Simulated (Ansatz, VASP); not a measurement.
# Two plane-wave programs on BN

```
B N
1.0
     0.00000    1.61491    1.80115
     1.80115    0.00000    1.80115
     1.80115    1.61491    0.00000
B N
1 1
Direct
  0.00000 0.00000 0.00000
  0.75000 0.75000 0.75000
```

Alike in both runs: task single point; functional PBE; k mesh 12 × 12 × 12; occupations gaussian, width 0.05 eV; no spin polarisation.

|  | VASP | Ansatz |
| --- | --- | --- |
| version | VASP 6.6.1 | Ansatz 0.2.0 |
| potentials or method | VASP PAW PBE potentials, release 64 (B, N) | scalar-relativistic, plane waves, PAW |
| plane-wave cutoff (eV) | 520 | 520 |
| valence electrons in the cell | 8 | 8 |

|  | VASP | Ansatz | Ansatz less VASP |
| --- | --- | --- | --- |
| gap on the k mesh at the Fermi level (eV) | 2.64 | 2.66 | +0.018 |
| least direct gap on the mesh (eV) | 8.34 | 8.35 | +0.016 |

The functional is the same, so the differences come from potentials, cutoffs and numerics.

 A k mesh can miss the band edges.
